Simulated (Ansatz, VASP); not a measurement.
**GaSb: VASP beside Ansatz**

One calculation is typed for both programs; each brings its own data sets and cutoff. How far apart do they land? The cell is taken from a series of VASP runs on this material, whose earlier steps may have relaxed, scaled or displaced it; both programs get it as it stands.

Program: Ansatz 0.2.0. Level of theory: plane waves, with VASP 6.6.1 beside it; zone-centre phonons at PBEsol and zone-centre phonons at r2SCAN with rVV10. Results are calculated unless marked as measured.

## Step 1: The structure

The structure is cubic, space group F-43m (No. 216). Conventional cell: a = 6.112 Å, b = 6.112 Å, c = 6.112 Å, α = 90.00°, β = 90.00°, γ = 90.00°. Nearest to Sb lie 4 Ga at 2.65 Å. Nearest to Ga lie 4 Sb at 2.65 Å. Farther neighbours are not listed.

## Step 2: Ansatz: zone-centre phonons, PBEsol

Ansatz runs on its default PAW (the set named soft_2) files.

Second derivatives magnify differences that forces hide, and they need a tight electronic threshold.

input.yaml reads:

```yaml
crystal:
  lattice:
    - [0.0, 3.0560835465, 3.0560835465]
    - [3.0560835465, 0.0, 3.0560835465]
    - [3.0560835465, 3.0560835465, 0.0]
  atoms:
    - { symbol: Sb, position: [0.75, 0.75, 0.75] }
    - { symbol: Ga, position: [0.0, 0.0, 0.0] }
hamiltonian:
  xc: pbesol
  pseudopotentials: { kind: paw }
kpoints:
  mp_grid: { grid: [10, 10, 10] }
scf:
  occupations: { method: methfessel_paxton, width: 0.15 }
phonons:
  method: dfpt
  qpoints: [[0, 0, 0]]
```

Command:

```bash
ansatz run input.yaml --threads 4 --pin off --max-ram 9216MiB --backend cpu --events-out ev --progress --plain --runs-dir out
```

Numbers of over 12 decimals in the logs are rounded to 6 here.

Output:

```text
zone centre: on kpoints.mp_grid the ground state, and the responses unless they are solved on pairs of k-points, stand on 102 of the mesh's 1000 k-points, reduced under 8 symmetry operations, with k and −k counted as one. Each operation leaves every solved displacement unchanged or reverses it
Engine: ansatz 0.2.0, aarch64-unknown-linux-gnu
Pseudopotentials: kind: paw
Pseudopotential: Sb, paw, valence charge 15, recommended cutoff 420 eV (normal), Sb.paw.azcp
Pseudopotential: Ga, paw, valence charge 13, recommended cutoff 420 eV (normal), Ga.paw.azcp
Functional definition: PBEsol
  exchange = pbesol_x
  correlation = pbesol_c
Crystal: 2 atoms, lattice volume = 57.085 Å³
Basis set: ecut = 420 eV, 1139 PW (Γ), exchange–correlation on 60×60×60 points (8 copies of the dense FFT grid, shifted against one another)
Bands: 18, of which v1, the nominal top of the filled ones, is band 14 counted from 1 (13 counted from 0)
Symmetry: 24 space group operations
k-points: 102 of 1000 (irreducible under 8 space group operations, time reversal used)
Non-local potential: Sb, projectors of the file, l = 0: 2, l = 1: 2, l = 2: 2, l = 3: 2
Non-local potential: Ga, projectors of the file, l = 0: 2, l = 1: 2, l = 2: 3, l = 3: 1
PAW form: soft (Blöchl's): semilocal exchange-correlation on the pseudo side does not see the compensation charge
PAW frozen core: Sb, regenerated for the run's functional, and the local potential with it (the file was generated under x = pbe(κ = 0.804, μ = 0.219515), c = pbe(β = 0.066725))
PAW frozen core: Ga, regenerated for the run's functional, and the local potential with it (the file was generated under x = pbe(κ = 0.804, μ = 0.219515), c = pbe(β = 0.066725))
PAW one-centre angular grid: Sb, 590 points (default); XC on 64 Gauss nodes
PAW one-centre angular grid: Ga, 590 points (default); XC on 64 Gauss nodes
Initial density: superposition of atomic densities (neutral atoms: chi_scale 0, normalization atom), corrected by the library's trained network
Initial wavefunctions: pseudopotential atomic-orbital guess
Functional: x = pbesol(κ = 0.804, μ = 0.123457), c = pbesol(β = 0.046)
SCF iter   1: F=—  HF=-10151.535608 eV  |F-HF|=—  |Δ(HF+E_count)|=         —  Δρ=2.56e-3  dr2=5.07e-3  ethr=1.77e-3  ⟨swp⟩=5.2  Hψ=8929  notcnv=0
preconditioner: auto → none  [insulator: Δε(μ)=0.343 eV  Ē_g=14.516 eV  σ=0.150 eV  W_gap=0.51  n_scr=14 (ndim 8)  ℏωp=20.9 eV  f_vac=0.091  D(μ)=0.05/eV (n_scr^D=0)  ε∞_Penn≈3.1]
SCF iter   2: F=—  HF=-10151.532630 eV  |F-HF|=—  |Δ(HF+E_count)|=   2.98e-3  S|Δr|=    0.00e0  Δρ=1.15e-3  dr2=5.89e-4  ethr=1.81e-5  ⟨swp⟩=2.0  Hψ=3512  notcnv=0
SCF iter   3: F=—  HF=-10151.532791 eV  |F-HF|=—  |Δ(HF+E_count)|=   1.60e-4  S|Δr|=    0.00e0  Δρ=2.96e-4  dr2=4.49e-5  ethr=2.10e-6  ⟨swp⟩=2.3  Hψ=3122  notcnv=0
SCF iter   4: F=—  HF=-10151.532794 eV  |F-HF|=—  |Δ(HF+E_count)|=   3.01e-6  S|Δr|=    0.00e0  Δρ=1.78e-4  dr2=1.21e-5  ethr=1.61e-7  ⟨swp⟩=2.0  Hψ=2755  notcnv=0
SCF iter   5: F=—  HF=-10151.532793 eV  |F-HF|=—  |Δ(HF+E_count)|=   4.81e-7  S|Δr|=    0.00e0  Δρ=4.55e-5  dr2=7.69e-7  ethr=4.32e-8  ⟨swp⟩=2.0  Hψ=2755  notcnv=0
SCF iter   6: F=—  HF=-10151.532793 eV  |F-HF|=—  |Δ(HF+E_count)|=   2.94e-8  S|Δr|=    0.00e0  Δρ=6.02e-6  dr2=1.62e-8  ethr=2.75e-9  ⟨swp⟩=3.0  Hψ=3275  notcnv=0
SCF iter   7: F=—  HF=-10151.532793 eV  |F-HF|=—  |Δ(HF+E_count)|=   3.25e-8  S|Δr|=    0.00e0  Δρ=1.67e-6  dr2=1.12e-9  ethr=5.79e-11  ⟨swp⟩=3.0  Hψ=2781  notcnv=0
SCF iter   8: F=—  HF=-10151.532793 eV  |F-HF|=—  |Δ(HF+E_count)|=   1.68e-9  S|Δr|=    0.00e0  Δρ=3.46e-7  dr2=3.23e-11  ethr=4.00e-12  ⟨swp⟩=2.0  Hψ=3267  notcnv=0
SCF iter   9: F=-10151.532793 eV  HF=-10151.532793 eV  |F-HF|=1.82e-12  |Δ(HF+E_count)|=  5.46e-12  S|Δr|=    0.00e0  Δρ=8.87e-8  dr2=2.16e-12  ethr=1.00e-12  ⟨swp⟩=6.0  Hψ=7919  notcnv=0
SCF 1 converged in 9 iterations: F = -10151.532793 eV  dr2 = 2.16e-12
  greatest PAW one-centre occupation: 0.996 electrons in one spin orbital (limit 2), on the Sb atom at site 0 (counted from 0), in its partial waves of l = 2
DFPT response loops at Γ: preconditioner auto → Kerker (q_TF=auto, 2.423 Å⁻¹) (partly filled bands, converged f_vac=0.078); β = 1.00, the filter's whole step (`scf.mixing.beta` (0.50) is not read by the response loops under this deck's `scf.mixing.preconditioner`; to damp them name `kerker` or `kerker_dos`, under which they read `scf.mixing.beta`, and type it under 1.00, their step now; both keys bind the ground state too); Broyden in place of MSR1
SCF converged after 9 iterations
Stability not checked: this state was not tested for a lower state beside it, because cold or Methfessel-Paxton smearing, or corrected tetrahedra, fill the levels in a way that the test cannot read (fill_not_monotonic; see scf.lower_state_search)
Free energy (F): -10151.532793 eV
Harris-Foulkes:  -10151.532793 eV  (|F-HF|=1.82e-12)
Internal energy: -10151.533157 eV  (E = F + TS)
E sigma→0 (E₀):  -10151.532884 eV
Entropy (-TS):   0.000364 eV (0.182 meV/atom)
Fermi energy:    7.601804 eV
Step filling:    the computed levels leave a gap of 0.0000 eV = 0.0 smearing widths at the electron count; against every level under it full and every level over it empty, smearing changes F+E_penalty+E_count by +7.52e-3 meV and its σ→0 estimate by -0.084 meV
--- Per-component energies (eV) ---
  E_band       = -263.692126
  E_kinetic    = 323.616868
  E_local      = -3912.915946  (includes V_loc(G=0)·N_el)
  E_nonlocal   = 790.186442
  E_hartree    = 1798.142292
  E_xc         = -205.831539
  E_vxc        = -154.523283  (∫ρ·V_xc dr)
  E_paw        = -6449.626895  (= ΣΔE_a)
  E_vpaw       = -906.340579  (= ΣTr[D̂ρ^β])
  E_aug_tail   = -0.000103  (compensation charges beyond the density's cutoff)
  E_ewald      = -2496.299112
  E_core_change = 1.194835  (= ΣΔE_core)
  E_smearing   = 0.000364  (= −TS)
  E_closure    = -0.000000  (closes the sum)
  Σ components = -10151.532793   (vs F -10151.532793, Δ=0.00e0)
--- Band table (eV; the first three rows and the last of 102) ---
  k-point 0: bands = [... 10 lower, -3.9231, 7.5995, 7.6009, 7.6009, 7.6009, 10.3699, 10.3699, 10.3699]
  k-point 1: bands = [... 10 lower, -3.8197, 5.9960, 7.4280, 7.4280, 8.5534, 10.6071, 10.6071, 10.7460]
  k-point 2: bands = [... 10 lower, -3.5189, 4.3325, 7.0731, 7.0731, 8.5075, 11.0616, 11.0616, 11.9897]
  k-point 101: bands = [... 10 lower, -1.4232, 0.8996, 4.2821, 4.4860, 10.6839, 10.9494, 12.9672, 12.9723]
--- Phonons (Γ-DFPT): 2 representative perturbations + reference, on 102 of 1000 k-points (Σ response iterations 6) ---
  k mesh reduced under 8 symmetry operations, with k and −k counted as one. Each operation leaves every solved displacement unchanged or reverses it
  ASR residual: 1.365e-5 → 0.000e0 eV/Å²; symmetrization residual: 2.108e-5 eV/Å²
  ASR residual per site (eV/Å²): 1.36e-5 7.04e-6
  Γ frequencies (cm⁻¹): 0.00 0.00 0.00 217.74 217.74 217.74
  non-analytic LO–TO correction: not included (Born effective charges unavailable; polar crystals: no LO–TO splitting at Γ)
--- Phonons (arbitrary-q DFPT): 1 explicit q-point ---
  q = [0, 0, 0] (of the zone-centre solve; hermiticity 5.45e-6, symmetrization 2.08e-13): 0.00 0.00 0.00 217.74 217.74 217.74
  sum rule: each row above includes the acoustic sum rule's correction from the zone centre's row sums; it moved no ω² by more than (0.17 cm⁻¹)²
```

Elapsed: 15 s, on 4 threads of Arm Neoverse N1, shared host; peak memory 0.63 GiB; 57 s of CPU time.

## Step 3: VASP: zone-centre phonons, PBEsol

The same cell, functional, mesh and smearing now go to VASP, with its own data sets and cutoff.

Lines of VASP's logs that name or quote its potential files are left out, and so is its time.

INCAR reads:

```
SYSTEM = GaSb
PREC = Accurate
ENCUT = 450
EDIFF = 1E-08
NELM = 100
ISMEAR = 1
SIGMA = 0.15
LREAL = .FALSE.
ALGO = Normal
GGA = PS
NBANDS = 15
LORBIT = 11
LWAVE = .FALSE.
LCHARG = .FALSE.
KPAR = 2
IBRION = 8
ISIF = 2
```

POSCAR reads:

```
GaSb
1.0
    0.0000000000      3.0560835465      3.0560835465
    3.0560835465      0.0000000000      3.0560835465
    3.0560835465      3.0560835465      0.0000000000
Sb Ga
1 1
Direct
    0.7500000000      0.7500000000      0.7500000000
    0.0000000000      0.0000000000      0.0000000000
```

KPOINTS reads:

```
Automatic mesh
0
Gamma
10 10 10
0 0 0
```

PAW data sets: Sb and Ga_d (PBE family, release 64).

Command:

```bash
mpirun -np 2 vasp_std
```

Output:

```text
[banner, memory and clock lines left out]
running    2 mpi-ranks, on    1 nodes
 distrk:  each k-point on    1 cores,    2 groups
 distr:  one band on    1 cores,    1 groups

 POSCAR found type information on POSCAR SbGa
 POSCAR found :  2 types and       2 ions
|                                                                             |
|               ----> ADVICE to this user running VASP <----                  |
|                                                                             |
|     You enforced a specific xc type in the INCAR file but a different       |
|     [... a line on the potential file left out ...]
|     I HOPE YOU KNOW WHAT YOU ARE DOING!                                     |
|                                                                             |

 LDA part: xc-table for (Slater+PW92), standard interpolation
 POSCAR, INCAR and KPOINTS ok, starting setup
 FFT: planning ... GRIDC
 FFT: planning ... GRID_SOFT
 FFT: planning ... GRID
 WAVECAR not read
 entering main loop
       N       E                     dE             d eps       ncg     rms          rms(c)
DAV:   1     0.755092641441E+02    0.75509E+02   -0.80865E+03  1426   0.133E+03
DAV:   2    -0.261614055966E+01   -0.78125E+02   -0.75376E+02  1662   0.283E+02
DAV:   3    -0.815819901162E+01   -0.55421E+01   -0.55304E+01  1613   0.641E+01
DAV:   4    -0.825114864669E+01   -0.92950E-01   -0.92939E-01  1799   0.939E+00
DAV:   5    -0.825323603277E+01   -0.20874E-02   -0.20874E-02  1764   0.120E+00    0.314E+00
DAV:   6    -0.817832437727E+01    0.74912E-01   -0.87949E-02  1853   0.521E+00    0.184E+00
DAV:   7    -0.815220006841E+01    0.26124E-01   -0.44608E-02  1767   0.198E+00    0.365E-01
DAV:   8    -0.815222446339E+01   -0.24395E-04   -0.49071E-03  1830   0.880E-01    0.998E-02
DAV:   9    -0.815250940525E+01   -0.28494E-03   -0.45834E-04  1585   0.176E-01    0.383E-02
DAV:  10    -0.815250245397E+01    0.69513E-05   -0.19634E-05  1889   0.397E-02    0.112E-02
DAV:  11    -0.815251143361E+01   -0.89796E-05   -0.12239E-05  1578   0.257E-02    0.426E-03
DAV:  12    -0.815251156813E+01   -0.13453E-06   -0.48650E-07  1824   0.701E-03    0.721E-04
DAV:  13    -0.815251156453E+01    0.36052E-08   -0.47263E-08  1670   0.148E-03
   1 F= -.81525116E+01 E0= -.81526340E+01  d E =0.367368E-03
 Linear response reoptimize wavefunctions to high precision
DAV:   1    -0.815251160916E+01   -0.44632E-07   -0.46718E-09  1857   0.910E-04
DAV:   2    -0.815251160920E+01   -0.42746E-10   -0.19112E-10  1083   0.118E-04
 Linear response DOF=           2
 Linear response progress:
  Degree of freedom:   1/  2
       N       E                     dE             d eps       ncg     rms          rms(c)
RMM:   1    -0.283482440747E-01   -0.28348E-01    0.59404E-03 10152   0.135E+00
RMM:   2    -0.256648937179E-01    0.26834E-02   -0.35924E-03  9390   0.373E-01    0.656E-02
RMM:   3    -0.256063237157E-01    0.58570E-04   -0.22568E-04 10369   0.995E-02    0.359E-02
RMM:   4    -0.256513877122E-01   -0.45064E-04   -0.53399E-05 10439   0.428E-02    0.442E-03
RMM:   5    -0.256592781226E-01   -0.78904E-05   -0.77193E-06 10818   0.147E-02    0.284E-03
RMM:   6    -0.256521724377E-01    0.71057E-05    0.41750E-08 10208   0.488E-03    0.744E-04
RMM:   7    -0.256510483249E-01    0.11241E-05    0.51322E-08 10645   0.154E-03    0.228E-04
RMM:   8    -0.256506226826E-01    0.42564E-06   -0.56422E-08 10284   0.549E-04    0.643E-05
RMM:   9    -0.256506408666E-01   -0.18184E-07   -0.11651E-08 10563   0.206E-04    0.243E-05
RMM:  10    -0.256506747010E-01   -0.33834E-07   -0.23071E-10 10166   0.823E-05    0.244E-06
RMM:  11    -0.256506713466E-01    0.33544E-08   -0.13741E-09 10500   0.309E-05    0.350E-06
 first order change of Fermi-energy   0.26008E-03
 force on displaced ion       1 direction 1 :  -7.823   0.000   0.000
 Linear response progress:
  Degree of freedom:   2/  2
       N       E                     dE             d eps       ncg     rms          rms(c)
RMM:   1    -0.166057504566E+00   -0.16606E+00    0.64387E-02  6386   0.799E+00
RMM:   2    -0.164986298015E+00    0.10712E-02   -0.28099E-02  9578   0.132E+00    0.389E-02
RMM:   3    -0.164952962386E+00    0.33336E-04   -0.32511E-03  9957   0.400E-01    0.269E-02
RMM:   4    -0.164812010198E+00    0.14095E-03   -0.12610E-03 10778   0.180E-01    0.118E-02
RMM:   5    -0.164800282650E+00    0.11728E-04   -0.37110E-05 10585   0.491E-02    0.444E-03
RMM:   6    -0.164809531302E+00   -0.92487E-05   -0.33054E-06 10603   0.206E-02    0.384E-04
RMM:   7    -0.164809131245E+00    0.40006E-06   -0.54547E-06 10388   0.895E-03    0.447E-04
RMM:   8    -0.164810656612E+00   -0.15254E-05    0.34445E-08 10491   0.419E-03    0.109E-04
RMM:   9    -0.164811720658E+00   -0.10640E-05   -0.16658E-06 10520   0.198E-03    0.624E-05
RMM:  10    -0.164812321493E+00   -0.60084E-06   -0.28125E-07 10479   0.979E-04    0.204E-05
RMM:  11    -0.164812282928E+00    0.38565E-07   -0.83337E-08 10678   0.491E-04    0.957E-06
RMM:  12    -0.164812224916E+00    0.58012E-07    0.28754E-07 10585   0.248E-04    0.123E-05
RMM:  13    -0.164812428229E+00   -0.20331E-06   -0.21410E-07 10261   0.134E-04    0.555E-06
RMM:  14    -0.164812340681E+00    0.87548E-07    0.17609E-08 10044   0.775E-05    0.451E-06
RMM:  15    -0.164812366446E+00   -0.25765E-07   -0.57543E-08 10803   0.494E-05    0.223E-06
RMM:  16    -0.164812373801E+00   -0.73551E-08   -0.16537E-08 11002   0.352E-05    0.100E-06
 first order change of Fermi-energy   0.42065E-04
 force on displaced ion       2 direction 1 :  -7.839  -0.000  -0.000
 Linear response finished
```

OUTCAR, selected parts (step 3):

```text
ion  position               nearest neighbor table
   1  0.750  0.750  0.750-   2 2.65   2 2.65   2 2.65   2 2.65
   2  0.000  0.000  0.000-   1 2.65   1 2.65   1 2.65   1 2.65

  LATTYP: Found a face centered cubic cell.
 ALAT       =     6.1121670930

 Subroutine GETGRP returns: Found 24 space group operations
 (whereof 24 operations were pure point group operations)

The static configuration has the point symmetry T_d .

 Found     47 irreducible k-points:

   k-points           NKPTS =     47   k-points in BZ     NKDIM =     47   number of bands    NBANDS=     15

   dimension x,y,z NGX =    30 NGY =   30 NGZ =   30
   dimension x,y,z NGXF=    60 NGYF=   60 NGZF=   60

   ENCUT  =  450.0 eV  33.07 Ry    5.75 a.u.   7.48  7.48  7.48*2*pi/ulx,y,z

   NELECT =      18.0000    total number of electrons

 k-points in reciprocal lattice and weights: Automatic mesh
   0.00000000  0.00000000  0.00000000       0.001
   0.10000000  0.00000000  0.00000000       0.008
   0.20000000  0.00000000  0.00000000       0.008
   0.30000000  0.00000000  0.00000000       0.008
   0.40000000  0.00000000  0.00000000       0.008
   0.50000000  0.00000000  0.00000000       0.004
   0.10000000  0.10000000  0.00000000       0.006
   0.20000000  0.10000000  0.00000000       0.024
   0.30000000  0.10000000  0.00000000       0.024
[...]
-0.30000000  0.40000000  0.20000000       0.024
  -0.30000000  0.50000000  0.20000000       0.012

 average (electrostatic) potential at core
       1 -87.4661       2 -65.5227

  Total       -0.0008006     -0.0008006     -0.0008006      0.0000000      0.0000000      0.0000000
  in kB       -0.0224690     -0.0224690     -0.0224690      0.0000000      0.0000000      0.0000000
  external PRESSURE =      -0.0224690 kB  Pullay stress =       0.0000000 kB

  energy-cutoff  :      450.00
  volume of cell :       57.09
      direct lattice vectors                 reciprocal lattice vectors
     0.000000000  3.056083547  3.056083547    -0.163608093  0.163608093  0.163608093
     3.056083547  0.000000000  3.056083547     0.163608093 -0.163608093  0.163608093
     3.056083547  3.056083547  0.000000000     0.163608093  0.163608093 -0.163608093

 POSITION                                       TOTAL-FORCE (eV/Angst)
 -----------------------------------------------------------------------------------
      4.58413      4.58413      4.58413        -0.000000     -0.000000     -0.000000
      0.00000      0.00000      0.00000         0.000000      0.000000      0.000000
 -----------------------------------------------------------------------------------
    total drift:                               -0.000000     -0.000000     -0.000000

 Eigenvectors and eigenvalues of the dynamical matrix
 ----------------------------------------------------

   1 f  =    6.571276 THz    41.288546 2PiTHz  219.194180 cm-1    27.176602 meV
             X         Y         Z           dx          dy          dz
      4.584125  4.584125  4.584125    -0.603061   -0.000000   -0.000000
      0.000000  0.000000  0.000000     0.797695    0.000000   -0.000000

   2 f  =    6.571276 THz    41.288546 2PiTHz  219.194180 cm-1    27.176602 meV
             X         Y         Z           dx          dy          dz
      4.584125  4.584125  4.584125     0.000000    0.603061   -0.000000
      0.000000  0.000000  0.000000     0.000000   -0.797695   -0.000000

   3 f  =    6.571276 THz    41.288546 2PiTHz  219.194180 cm-1    27.176602 meV
             X         Y         Z           dx          dy          dz
      4.584125  4.584125  4.584125     0.000000    0.000000   -0.603061
      0.000000  0.000000  0.000000     0.000000    0.000000    0.797695

   4 f/i=    0.003126 THz     0.019639 2PiTHz    0.104263 cm-1     0.012927 meV
             X         Y         Z           dx          dy          dz
      4.584125  4.584125  4.584125     0.512365    0.443140    0.421220
      0.000000  0.000000  0.000000     0.387350    0.335016    0.318444

   5 f/i=    0.003126 THz     0.019639 2PiTHz    0.104263 cm-1     0.012927 meV
             X         Y         Z           dx          dy          dz
      4.584125  4.584125  4.584125     0.611367   -0.366377   -0.358213
      0.000000  0.000000  0.000000     0.462196   -0.276982   -0.270811

   6 f/i=    0.003126 THz     0.019639 2PiTHz    0.104263 cm-1     0.012927 meV
             X         Y         Z           dx          dy          dz
      4.584125  4.584125  4.584125     0.005533   -0.552913    0.574956
      0.000000  0.000000  0.000000     0.004183   -0.418004    0.434669

 ELASTIC MODULI CONTR FROM IONIC RELAXATION (kBar)
 Direction    XX          YY          ZZ          XY          YZ          ZX
 --------------------------------------------------------------------------------
 XX          -0.0000     -0.0000     -0.0000     -0.0000      0.0000      0.0000
 YY          -0.0000     -0.0000     -0.0000     -0.0000     -0.0000      0.0000
 ZZ          -0.0000     -0.0000     -0.0000     -0.0000     -0.0000      0.0000
 XY          -0.0000     -0.0000     -0.0000   -166.8578     -0.0000      0.0000
 YZ           0.0000     -0.0000     -0.0000     -0.0000   -166.8578     -0.0000
 ZX           0.0000      0.0000      0.0000      0.0000     -0.0000   -166.8578
 --------------------------------------------------------------------------------
```

## Step 4: Comparison

Known differences besides the potentials themselves: the data sets hold 28 valence electrons in Ansatz (default PAW (the set named soft_2) files) and 18 in VASP; the cutoff is 420 eV in Ansatz and 450 eV in VASP; Ansatz makes its cores anew for this functional, VASP keeps those of its PBE data sets; VASP leaves aspherical gradient terms in its spheres out (LASPH is not set), Ansatz keeps them. Total energies have different zeros and are not compared.

Both answers:

```
                  quantity  Ansatz   VASP  difference
optical mode 1 to 3 (cm⁻¹)   217.7  219.2     -0.66 %
```

Modes are paired by rising frequency and degeneracy, not by their patterns, so a pair may still set unlike modes beside each other.

[end of part 1 of 2]

[Lines on the potential files, build, host, timing and source positions are cut from VASP's logs without a mark.]

[Logs are printed without paths, hosts, clocks, repeated set-up lines and the standing remarks that a program may print on its own settings, such as how far it seeks lower states.]

[Hosts, paths, dates, database ids (printed as entryN), source tags and the programs' standing remarks are cut or masked in the printed files.]
